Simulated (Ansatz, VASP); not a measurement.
# Cross-check of KBr between VASP and Ansatz, part 2 of 2

Wanted: the spread between two codes on one cell, functional and k mesh.

VASP 6.6.1 and Ansatz 0.2.0.

So far. Step 2 (VASP: single point, PBE): The run ends at a pressure of 0.74 GPa. Step 3 (Ansatz: single point, PBE): The run ends at a pressure of 0.72 GPa.

**8. VASP: single point, r2SCAN**

Level of this step: r2SCAN; plane waves and PAW (Br, K_sv) (VASP).

A single point gives forces, pressure and levels at one fixed geometry, so differences don't come from the geometry; what else differs is listed under the comparison.

Input file INCAR:

```
SYSTEM = KBr
PREC = Accurate
ENCUT = 400
EDIFF = 1E-07
NELM = 100
ISMEAR = 0
SIGMA = 0.05
LREAL = .FALSE.
ALGO = Normal
METAGGA = R2SCAN
LASPH = .TRUE.
NBANDS = 40
LWAVE = .FALSE.
LCHARG = .FALSE.
KPAR = 4
LOPTICS = .TRUE.
NEDOS = 2000
CSHIFT = 0.1
```

Input file POSCAR:

```
KBr
1.0
    0.0000000000      3.3000000000      3.3000000000
    3.3000000000      0.0000000000      3.3000000000
    3.3000000000      3.3000000000      0.0000000000
Br K
1 1
Direct
    0.5000000000      0.5000000000      0.5000000000
    0.0000000000      0.0000000000      0.0000000000
```

Input file KPOINTS:

```
Automatic mesh
0
Gamma
9 9 9
0 0 0
```

Potentials, in the order of the species: Br and K_sv (PBE family, release 64).

Started as:

```
$ mpirun -np 4 vasp_std
```

Numbers of over 12 decimals in the logs are rounded to 6 here.

The log of the run:

```text
[banner, memory and clock lines left out]
running    4 mpi-ranks, on    1 nodes
[...]
|                                                                             |
|               ----> ADVICE to this user running VASP <----                  |
|                                                                             |
|     You enforced a specific xc type in the INCAR file but a different       |
|     [... a line on the potential file left out ...]
|     I HOPE YOU KNOW WHAT YOU ARE DOING!                                     |
|                                                                             |

 LDA part: xc-table for (None), standard interpolation
 POSCAR, INCAR and KPOINTS ok, starting setup
[...]
entering main loop
       N       E                     dE             d eps       ncg     rms          rms(c)
DAV:   1     0.838541235957E+02    0.83854E+02   -0.48564E+03  2800   0.295E+02
DAV:   2    -0.228858476908E+02   -0.10674E+03   -0.97866E+02  3448   0.113E+02
DAV:   3    -0.269262307927E+02   -0.40404E+01   -0.39972E+01  3776   0.188E+01
DAV:   4    -0.270133944854E+02   -0.87164E-01   -0.87066E-01  3592   0.234E+00
[...]
DAV:  11    -0.232467433422E+02   -0.12677E-03   -0.82766E-05  3144   0.339E-02    0.456E-03
DAV:  12    -0.232467434097E+02   -0.67542E-07   -0.11394E-06  3576   0.349E-03    0.284E-03
DAV:  13    -0.232467433572E+02    0.52548E-07   -0.21015E-07  3208   0.165E-03
   1 F= -.23246743E+02 E0= -.23246743E+02  d E =-.862912E-11
 optical routines
 imaginary and real dielectric function
 direction            1
 direction            2
 direction            3
```

Parts of OUTCAR (step 8):

```text
  Total        0.0263936      0.0263936      0.0263936      0.0000000      0.0000000      0.0000000
  in kB        0.5883528      0.5883528      0.5883528      0.0000000      0.0000000      0.0000000
  external PRESSURE =       0.5883528 kB  Pullay stress =       0.0000000 kB

 POSITION                                       TOTAL-FORCE (eV/Angst)
 -----------------------------------------------------------------------------------
      3.30000      3.30000      3.30000        -0.000000      0.000000      0.000000
      0.00000      0.00000      0.00000         0.000000     -0.000000     -0.000000
 -----------------------------------------------------------------------------------
    total drift:                               -0.000000      0.000000      0.000000

  FREE ENERGIE OF THE ION-ELECTRON SYSTEM (eV)
  ---------------------------------------------------
  free  energy   TOTEN  =       -23.2467433572 eV

  energy  without entropy=      -23.2467433572  energy(sigma->0) =      -23.24674336

[... 1 part as in an earlier step ...]

[... 2 further parts left out ...]
[key lines of the parts left out:]
E-fermi :  -1.9457
```

**9. Ansatz: single point, r2SCAN**

The same cell, functional, mesh and smearing now go to Ansatz, which takes its cutoff from its data sets.

Input file input.yaml:

```yaml
crystal:
  lattice:
    - [0.0, 3.3, 3.3]
    - [3.3, 0.0, 3.3]
    - [3.3, 3.3, 0.0]
  atoms:
    - { symbol: Br, position: [0.5, 0.5, 0.5] }
    - { symbol: K, position: [0.0, 0.0, 0.0] }
hamiltonian:
  xc: r2scan
  pseudopotentials: { kind: paw }
kpoints:
  mp_grid: { grid: [9, 9, 9] }
scf:
  occupations: { method: gaussian, width: 0.05 }
  n_extra_bands: 4
output:
  forces: true
  stress: true
  eigenvalues: true
```

Started as:

```
$ ansatz run input.yaml --threads 2 --pin off --max-ram 4608MiB --backend cpu --events-out ev --progress --plain --runs-dir out
```

The log of the run:

```text
[...]
Crystal: 2 atoms, lattice volume = 71.874 Å³
Basis set: ecut = 500 eV, 1837 PW (Γ), exchange–correlation on 144×144×144 points (64 copies of the dense FFT grid, shifted against one another)
Bands: 12, of which v1, the nominal top of the filled ones, is band 8 counted from 1 (7 counted from 0)
Symmetry: 48 space group operations
[...]
k-points: 35 of 729
[...]
P = ⅓ Tr σ = 0.0662 GPa (0.662 kbar)
--- Band table (eV; the first three rows and the last of 35) ---
  k-point 0: bands = [... 4 lower, -10.8526, 0.6646, 0.6646, 0.6646, 5.7416, 8.8995, 8.8995, 8.8995]
  k-point 1: bands = [... 4 lower, -10.8216, 0.4908, 0.6232, 0.6232, 6.0535, 8.7889, 9.0525, 9.0525]
  k-point 2: bands = [... 4 lower, -10.7470, 0.1081, 0.5220, 0.5220, 6.7851, 8.7021, 9.4862, 9.4862]
  k-point 34: bands = [... 4 lower, -10.7584, -0.0372, 0.1294, 0.1938, 8.3258, 8.8610, 9.7778, 10.6267]
[key lines of the parts left out:]
SCF converged after 6 iterations
Free energy (F): -4339.313224 eV
Fermi energy:    3.203359 eV
```

Elapsed: 1.6 s, on 2 threads of Intel Xeon Platinum 8488C (Sapphire Rapids), shared host; peak memory 0.6 GiB.

The run ends at a pressure of 0.07 GPa.

**10. Comparison**

What differs besides the data sets and the points named for the pairs above, as far as they apply: VASP keeps PBE cores, Ansatz makes them for the functional; the cutoff is 500 eV in Ansatz and 400 eV in VASP. Total energies have different zeros and are not compared.

Compared:

```tsv
quantity	Ansatz	VASP	difference
pressure (GPa)	0.07	0.06	+0.01
gap on the k mesh (eV)	5.077	5.079	-0.002
```

A gap on the mesh is an upper bound, since the band edges may lie between its points. Ansatz's pressure holds a Pulay correction of 0.02 GPa; VASP's holds none.

**11. Outcome**

```json
{
  "difference in gap on the k mesh (single point, PBE)": "0.0019 eV",
  "difference in ε∞ xx (dielectric response, PBE)": "0.023 %",
  "difference in gap on the k mesh (single point, r2SCAN)": "-0.0015 eV"
}
```

**Reading.** The difference in gap on the k mesh is 0.0019 eV (single point, PBE), within the 0.08 eV picked in this series as the mark of a large difference. Such differences can come from data sets, numerical settings and the points named under the comparisons, not from the functional's error against experiment.

[Lines on the potential files, build, host, timing and source positions are cut from VASP's logs without a mark.]

[Logs are printed without paths, hosts, clocks, repeated set-up lines and the standing remarks that a program may print on its own settings, such as how far it seeks lower states.]

[Hosts, paths, dates, database ids (printed as entryN), source tags and the programs' standing remarks are cut or masked in the printed files.]
